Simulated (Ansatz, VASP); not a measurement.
## Pd: VASP beside Ansatz

INCAR

```
SYSTEM = Pd
ALGO = Normal ; EDIFF = 1E-6
ENCUT = 520 ; GGA = PE
ISIF = 2 ; ISMEAR = 0
LASPH = .TRUE. ; LCHARG = .TRUE.
LELF = .TRUE. ; LREAL = .FALSE.
LVHAR = .TRUE. ; LWAVE = .FALSE.
NBANDS = 17 ; NELM = 80
PREC = Accurate ; SIGMA = 0.026000000000000002
```

The input KPOINTS:

```
k-points
0
G
  11 11 6
  0 0 0
```

Contents of POSCAR:

```
Pd
1.0
    2.7836650458      0.0000000000      0.0000000000
   -1.3918325229      2.4107246453      0.0000000000
    0.0000000000      0.0000000000      4.6288930000
Pd
2
Direct
    0.3333333333      0.6666666667      0.2500000000
    0.6666666667      0.3333333333      0.7500000000
```

File input.yaml:

```yaml
crystal:
  lattice:
    - [2.7836650458, 0.0, 0.0]
    - [-1.3918325229, 2.4107246453, 0.0]
    - [0.0, 0.0, 4.628893]
  atoms:
    - { symbol: Pd, position: [0.3333333333, 0.6666666667, 0.25] }
    - { symbol: Pd, position: [0.6666666667, 0.3333333333, 0.75] }
hamiltonian:
  xc: pbe
  pseudopotentials: { kind: paw }
kpoints:
  mp_grid: { grid: [11, 11, 6] }
scf:
  occupations: { method: gaussian, width: 0.026 }
output:
  forces: true
  stress: true
  eigenvalues: true
  write_density: true
  write_potential: true
  elf: true
  volumetric_format: npy
```

This isn't the form of Pd at room conditions, which is fcc.

Alike in both runs: task single point; functional PBE; k mesh 11 × 11 × 6; occupations gaussian, width 0.026 eV; no spin polarisation.

|  | VASP | Ansatz |
| --- | --- | --- |
| version | VASP 6.6.1 | Ansatz 0.2.0 |
| potentials or method | VASP PAW PBE potentials, release 64 (Pd) | Ansatz PAW |
| plane-wave cutoff (eV) | 520 | 420 |
| valence electrons in the cell | 20 | 36 |

Ansatz gave:

```
gap on the k mesh at the Fermi level (eV)       : none
pressure (GPa)                                  : -1.6
largest component of the traceless stress (GPa) : 0.41
```

Which values does VASP return?

gap on the k mesh at the Fermi level (eV): none; pressure (GPa): -1.8; largest component of the traceless stress (GPa): 0.32.

A gap of «none» marks a metal or a gap that the smearing closes. The two sets of potentials don't hold the same shells in valence.
